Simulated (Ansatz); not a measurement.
# A strain series on MgS (zincblende): uniaxial along z, other directions held

MgS in the zincblende structure, relaxed with r2SCAN in the plane-wave code Ansatz, then strained (uniaxial along z, other directions held; changes of length per length, axes as in the cell below) with the atoms relaxed again within the symmetry that is left. It is cubic, F-43m (No. 216); conventional cell a = 5.662 Å, 22.69 Å³ an atom. Mg has 4 S at 2.45 Å; S has 4 Mg at 2.45 Å. Values at 0 K without nuclear motion; spin polarisation is off, and the phase may be a hypothetical one.

```xyz
2
Lattice="0.0000 2.8309 2.8309 2.8309 0.0000 2.8309 2.8309 2.8309 0.0000" Properties=species:S:1:pos:R:3 pbc="T T T"
Mg    0.0000    0.0000    0.0000
S     1.4154    1.4154    1.4154
```

Gaps are the least over each mesh (PBE 8×8×8, r2SCAN 8×8×8, HSE06 6×6×6 when unstrained) and the special points, which keep their unstrained names; stress is the change from the unstrained cell, compression positive.

```csv
strain (%),"gap, PBE (eV)","gap, r2SCAN (eV)","gap, HSE06 (eV)","edges, HSE06","stress along the strain, r2SCAN (GPa)","energy rise, r2SCAN (meV/atom)"
-5.15,3.637,4.108,4.656,Γ → X,+3.95,14.4
-2.0,3.531,4.213,4.599,Γ,+1.52,2.2
-1.62,3.519,4.199,4.585,Γ,+1.23,1.4
0.0,3.466,4.142,4.528,Γ,0.00,0.0
```

Task: Estimate the row for a strain of +3.69 %.

Result:
```csv
strain (%),"gap, PBE (eV)","gap, r2SCAN (eV)","gap, HSE06 (eV)","edges, HSE06","stress along the strain, r2SCAN (GPa)","energy rise, r2SCAN (meV/atom)"
+3.69,3.248,3.911,4.295,Γ,-2.72,7.1
```

With HSE06 the edges change from Γ → X (indirect) to Γ (direct) between -5.15 and -2.0 %. With r2SCAN the edges change from Γ → X (indirect) to Γ (direct) between -5.15 and -2.0 %.

The meshes of the hybrids are coarse, so their gaps aren't converged to the digits shown.
